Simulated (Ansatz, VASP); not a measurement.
## Two plane-wave programs on InSe

```xyz
4
Lattice="1.9592 1.1311 8.2677 -1.9592 1.1311 8.2677 0.0000 -2.2623 8.2677" Properties=species:S:1:pos:R:3 pbc="T T T"
In    0.0000    0.0000   22.0401
In    0.0000    0.0000    0.0000
Se    0.0000    0.0000    4.2637
Se    0.0000    0.0000    9.5120
```

Change from the starting cell: volume scaled by 0.94.

Alike in both runs: task single point; functional PBEsol; k mesh 8 × 8 × 8; occupations fermi-dirac, width 0.05 eV; no spin polarisation.

```csv
,VASP,Ansatz
version,VASP 6.6.1,Ansatz 0.2.0
potentials or method,"VASP PAW PBE potentials, release 64 (In_d, Se)",Ansatz PAW
plane-wave cutoff (eV),520,420
valence electrons in the cell,38,58
```

Ansatz gave:

```
gap on the k mesh at the Fermi level (eV)       : 0.51
least direct gap on the mesh (eV)               : 0.51
pressure (GPa)                                  : 3.8
largest component of the traceless stress (GPa) : 0.96
rms of the force components (eV/Å)              : 0.333
```

Question: Estimate VASP's values.

Answer: gap on the k mesh at the Fermi level (eV): 0.50; least direct gap on the mesh (eV): 0.50; pressure (GPa): 3.9; largest component of the traceless stress (GPa): 0.98; rms of the force components (eV/Å): 0.347.

Atom by atom the forces differ by 0.014 eV/Å (rms over components). The two sets of potentials don't hold the same shells in valence.

Caveats: spin-orbit coupling is left out, which moves the levels of the heavy elements; the PAW data sets were made with another functional, which shifts forces and pressure a little (VASP); the PAW data sets come from PBE, with cores solved anew for the run's functional, which leaves a small shift of forces and pressure (Ansatz). A k mesh can miss the band edges.
